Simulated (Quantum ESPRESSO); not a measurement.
# Collinear magnetic orders of FeGe with Quantum ESPRESSO, part 2 of 2

A self-consistent run ends on one state, which hangs on the start. Several orders of FeGe are started in Quantum ESPRESSO and their energies compared.

Quantum ESPRESSO 7.5; PBE; plane waves with GBRV 1.5 PBE potentials, no spin-orbit coupling.

So far, absolute magnetization (μB): step 2 (run 1, typed as ferro +++) 5.13.

## (4) Start 3: antiferro q=(0,1/2,0) +−+−+−

This order needs a doubled cell of 12 atoms.

File pw.in:

```
&CONTROL
  calculation = 'scf'
  prefix = 'pwscf'
  outdir = './tmp'
  pseudo_dir = './pseudo'
  disk_io = 'nowf'
/
&SYSTEM
  ibrav = 0
  celldm(1) = 8
  nat = 12
  ntyp = 3
  ecutwfc = 40
  ecutrho = 280
  nbnd = 110
  occupations = 'smearing'
  smearing = 'fd'
  degauss = 0.00367493
  nspin = 2
  starting_magnetization(1) = 0.175
  starting_magnetization(2) = -0.175
  starting_magnetization(3) = 0
/
&ELECTRONS
  conv_thr = 2.4d-08
  electron_maxstep = 150
  mixing_beta = 0.3
/
ATOMIC_SPECIES
Fe1    55.8450 fe_pbe_v1.5.uspp.F.UPF
Fe2    55.8450 fe_pbe_v1.5.uspp.F.UPF
Ge     72.6300 ge_pbe_v1.4.uspp.F.UPF
CELL_PARAMETERS alat
   1.1805124618065    0.0000000000000    0.0000000000000
  -1.1805124618065    2.0447075628099    0.0000000000000
   0.0000000000000    0.0000000000000    0.9722077182275
ATOMIC_POSITIONS crystal
Fe1     0.5000000000    0.0000000000    0.0000000000
Fe2     0.5000000000    0.5000000000    0.0000000000
Fe1     0.5000000000    0.2500000000    0.0000000000
Fe2     0.5000000000    0.7500000000    0.0000000000
Fe1     0.0000000000    0.2500000000    0.0000000000
Fe2     0.0000000000    0.7500000000    0.0000000000
Ge      0.0000000000    0.0000000000    0.0000000000
Ge      0.0000000000    0.5000000000    0.0000000000
Ge      0.3333333300    0.3333333350    0.5000000000
Ge      0.3333333300    0.8333333350    0.5000000000
Ge      0.6666666700    0.1666666650    0.5000000000
Ge      0.6666666700    0.6666666650    0.5000000000
K_POINTS automatic
8 4 8 0 0 0
```

On the command line:

```bash
$ OMP_NUM_THREADS=1 mpirun -n 4 pw.x -nk 4 -in pw.in > pw.out
```

Log:

```text
     [... lines left out ...]
Program PWSCF v.7.5 starts
     [... lines left out ...]
     number of atoms/cell      =           12
     [... lines left out ...]
     number of electrons       =       180.00
     number of Kohn-Sham states=          110
     kinetic-energy cutoff     =      40.0000  Ry
     charge density cutoff     =     280.0000  Ry
     scf convergence threshold =      2.4E-08
     [... lines left out ...]
      4 Sym. Ops. (no inversion) found
     [... lines left out ...]
     number of k points=    65  Fermi-Dirac smearing, width (Ry)=  0.0037
     [... lines left out ...]
     iteration # 26     ecut=    40.00 Ry     beta= 0.30
     [... lines left out ...]
     Magnetic moment per site  (integrated on atomic sphere of radius R)
     atom   1 (R=0.243)  charge= 14.5665  magn=  1.6253
     atom   2 (R=0.243)  charge= 14.5666  magn= -1.6253
     atom   3 (R=0.243)  charge= 14.5659  magn=  1.6055
     atom   4 (R=0.243)  charge= 14.5659  magn= -1.6055
     atom   5 (R=0.243)  charge= 14.5659  magn=  1.6055
     atom   6 (R=0.243)  charge= 14.5659  magn= -1.6055
     atom   7 (R=0.243)  charge= 11.8867  magn= -0.0296
     atom   8 (R=0.243)  charge= 11.8867  magn=  0.0296
     atom   9 (R=0.243)  charge= 11.9104  magn= -0.0191
     atom  10 (R=0.243)  charge= 11.9104  magn=  0.0191
     atom  11 (R=0.243)  charge= 11.9011  magn= -0.0383
     atom  12 (R=0.243)  charge= 11.9011  magn=  0.0383
     [... lines left out ...]
     the Fermi energy is    14.0916 ev
!    total energy              =   -2784.04516043 Ry
     estimated scf accuracy    <          8.1E-09 Ry
     smearing contrib. (-TS)   =      -0.00793945 Ry
     [... lines left out ...]
     total magnetization       =    -0.00 Bohr mag/cell
     absolute magnetization    =    10.57 Bohr mag/cell
     convergence has been achieved in  26 iterations
```

The job ended after 16 min (4 MPI ranks of Intel Xeon 6975P-C (Granite Rapids), shared host; peak memory 2 GiB).

Spin moment in the atom's sphere by atom:

```tsv
atom	spin moment in the atom's sphere (μB)
Fe1	1.63
Fe2	-1.63
Fe3	1.61
Fe4	-1.61
Fe5	1.61
Fe6	-1.61
Ge7	-0.03
Ge8	0.03
Ge9	-0.02
Ge10	0.02
Ge11	-0.04
Ge12	0.04
```

Read from the output:

```
smearing term TS       : 0.1080 eV
magnetization          : 0 μB
absolute magnetization : 10.57 μB
final state            : antiferromagnetic
```

## (5) Start 4: antiferro q=(0,1/2,1/2) +−+−+−

This order needs a doubled cell of 12 atoms.

Edit pw.in of step 4 so:

```diff
@@ -35,3 +35,3 @@
   -1.1805124618065    2.0447075628099    0.0000000000000
-   0.0000000000000    0.0000000000000    0.9722077182275
+  -0.5902562309033    1.0223537814049    0.9722077182275
 ATOMIC_POSITIONS crystal
@@ -45,6 +45,6 @@
 Ge      0.0000000000    0.5000000000    0.0000000000
-Ge      0.3333333300    0.3333333350    0.5000000000
-Ge      0.3333333300    0.8333333350    0.5000000000
-Ge      0.6666666700    0.1666666650    0.5000000000
-Ge      0.6666666700    0.6666666650    0.5000000000
+Ge      0.3333333300    0.0833333350    0.5000000000
+Ge      0.3333333300    0.5833333350    0.5000000000
+Ge      0.6666666700    0.9166666650    0.5000000000
+Ge      0.6666666700    0.4166666650    0.5000000000
 K_POINTS automatic
```

Log:

```text
     [... lines left out ...]
Program PWSCF v.7.5 starts
     [... lines left out ...]
     number of atoms/cell      =           12
     [... lines left out ...]
     number of electrons       =       180.00
     number of Kohn-Sham states=          110
     kinetic-energy cutoff     =      40.0000  Ry
     charge density cutoff     =     280.0000  Ry
     scf convergence threshold =      2.4E-08
     [... lines left out ...]
      4 Sym. Ops. (no inversion) found
     [... lines left out ...]
     number of k points=    55  Fermi-Dirac smearing, width (Ry)=  0.0037
     [... lines left out ...]
     iteration # 25     ecut=    40.00 Ry     beta= 0.30
     [... lines left out ...]
     Magnetic moment per site  (integrated on atomic sphere of radius R)
     atom   1 (R=0.243)  charge= 14.5600  magn=  1.7969
     atom   2 (R=0.243)  charge= 14.5601  magn= -1.7969
     atom   3 (R=0.243)  charge= 14.5638  magn=  1.7044
     atom   4 (R=0.243)  charge= 14.5638  magn= -1.7044
     atom   5 (R=0.243)  charge= 14.5638  magn=  1.7044
     atom   6 (R=0.243)  charge= 14.5639  magn= -1.7044
     atom   7 (R=0.243)  charge= 11.8878  magn= -0.0240
     atom   8 (R=0.243)  charge= 11.8878  magn=  0.0240
     atom   9 (R=0.243)  charge= 11.9155  magn=  0.0000
     atom  10 (R=0.243)  charge= 11.9155  magn= -0.0000
     atom  11 (R=0.243)  charge= 11.9020  magn=  0.0000
     atom  12 (R=0.243)  charge= 11.9020  magn= -0.0000
     [... lines left out ...]
     the Fermi energy is    14.1241 ev
!    total energy              =   -2784.05233893 Ry
     estimated scf accuracy    <          6.2E-09 Ry
     smearing contrib. (-TS)   =      -0.00746226 Ry
     [... lines left out ...]
     total magnetization       =     0.00 Bohr mag/cell
     absolute magnetization    =    11.32 Bohr mag/cell
     convergence has been achieved in  25 iterations
```

The job ended after 18 min (4 MPI ranks; peak memory 1.9 GiB).

Read from the output:

```
smearing term TS       : 0.1015 eV
magnetization          : 0 μB
absolute magnetization : 11.32 μB
final state            : antiferromagnetic
largest moment         : 1.797 μB
```

## (6) Run 5, typed as no spin polarisation

File pw.in:

```
&CONTROL
  calculation = 'scf'
  prefix = 'pwscf'
  outdir = './tmp'
  pseudo_dir = './pseudo'
  disk_io = 'nowf'
/
&SYSTEM
  ibrav = 0
  celldm(1) = 8
  nat = 6
  ntyp = 2
  ecutwfc = 40
  ecutrho = 280
  nbnd = 57
  occupations = 'smearing'
  smearing = 'fd'
  degauss = 0.00367493
/
&ELECTRONS
  conv_thr = 1.2d-08
  electron_maxstep = 150
  mixing_beta = 0.3
/
ATOMIC_SPECIES
Fe     55.8450 fe_pbe_v1.5.uspp.F.UPF
Ge     72.6300 ge_pbe_v1.4.uspp.F.UPF
CELL_PARAMETERS alat
   1.1805124618065    0.0000000000000    0.0000000000000
  -0.5902562309033    1.0223537814049    0.0000000000000
   0.0000000000000    0.0000000000000    0.9722077182275
ATOMIC_POSITIONS crystal
Fe      0.5000000000    0.0000000000    0.0000000000
Fe      0.5000000000    0.5000000000    0.0000000000
Fe      0.0000000000    0.5000000000    0.0000000000
Ge      0.0000000000    0.0000000000    0.0000000000
Ge      0.3333333300    0.6666666700    0.5000000000
Ge      0.6666666700    0.3333333300    0.5000000000
K_POINTS automatic
8 8 8 0 0 0
```

Log:

```text
     [... lines left out ...]
Program PWSCF v.7.5 starts
     [... lines left out ...]
     number of atoms/cell      =            6
     [... lines left out ...]
     number of electrons       =        90.00
     number of Kohn-Sham states=           57
     kinetic-energy cutoff     =      40.0000  Ry
     charge density cutoff     =     280.0000  Ry
     scf convergence threshold =      1.2E-08
     [... lines left out ...]
     24 Sym. Ops., with inversion, found
     [... lines left out ...]
     number of k points=    50  Fermi-Dirac smearing, width (Ry)=  0.0037
     [... lines left out ...]
     iteration # 12     ecut=    40.00 Ry     beta= 0.30
     [... lines left out ...]
     the Fermi energy is    13.8498 ev
!    total energy              =   -1391.98112268 Ry
     estimated scf accuracy    <          2.9E-09 Ry
     smearing contrib. (-TS)   =      -0.00939624 Ry
     [... lines left out ...]
     convergence has been achieved in  12 iterations
```

Elapsed: 41 s, on 4 MPI ranks; peak memory 0.55 GiB; 2.7 min of CPU time.

This step gave:

| Quantity | Value |
| --- | --- |
| smearing term TS | 0.1278 eV |
| final state | non-magnetic (no spin polarisation) |

## (7) Energies of the orders

An order is kept where moments of 0.15 μB or more survive with the typed signs; meshes match where a doubled cell samples the same k points as the first cell.

Orders:

```tsv
start	final state	typed order kept	energy over the lowest (meV a seeded atom)	largest site moment (μB)	net moment (μB a cell of the first run)	mesh matched	CPU time (s)
ferro +++	ferromagnetic	yes	0	1.554	4.333	yes	419.5
antiferro q=(0,1/2,1/2) +-+--+	antiferromagnetic	yes	112.6	1.801	5.94e-4	yes	3828
antiferro q=(0,1/2,0) +-+-+-	antiferromagnetic	yes	68.17	1.625	0	yes	3920
antiferro q=(0,1/2,1/2) +-+-+-	antiferromagnetic	yes	51.89	1.797	0	yes	4398
no spin polarisation	non-magnetic	-	256.2	0	0	yes	162
```

## (8) Outcome

- lowest state found: ferromagnetic (from ferro +++)
- largest site moment: 1.55 μB
- next state with moments: antiferromagnetic, 51.9 meV a seeded atom higher
- state without moments: 256 meV a seeded atom higher

**Reading.** Only these 5 starts were compared; other wavevectors, canted and longer-period orders were not.

[Logs and program files are shortened in this print: banners, set-up blocks, solver, clock and traceback lines can be left out without a mark of their own.]

[Logs are printed without paths, hosts, clocks, repeated set-up lines and the standing remarks that a program may print on its own settings, such as how far it seeks lower states.]

[Hosts, paths, dates, database ids (printed as entryN), source tags and the programs' standing remarks are cut or masked in the printed files.]

[Where a cell is said to come from a database of computed structures, the database is the Materials Project.]
